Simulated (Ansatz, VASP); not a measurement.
# LiF in VASP and in Ansatz

```
Li F
1.0
     0.00000    2.05929    2.05929
     2.05929    0.00000    2.05929
     2.05929    2.05929    0.00000
Li F
1 1
Direct
  0.00000 0.00000 0.00000
  0.50000 0.50000 0.50000
```

Alike in both runs: task single point; functional r2SCAN; k mesh 10 × 10 × 10; occupations gaussian, width 0.02 eV; no spin polarisation.

|  | VASP | Ansatz |
| --- | --- | --- |
| version | VASP 6.6.1 | Ansatz 0.2.0 |
| potentials or method | VASP PAW PBE potentials, release 64 (Li_sv, F) | scalar-relativistic, plane waves, PAW |
| plane-wave cutoff (eV) | 520 | 500 |
| valence electrons in the cell | 10 | 10 |

```csv
,VASP,Ansatz,Ansatz less VASP
gap on the k mesh at the Fermi level (eV),9.65,9.47,-0.186
least direct gap on the mesh (eV),9.65,9.47,-0.186
```

 A k mesh can miss the band edges. r2SCAN opens gaps a little over a GGA but as a rule still falls short of measured ones.
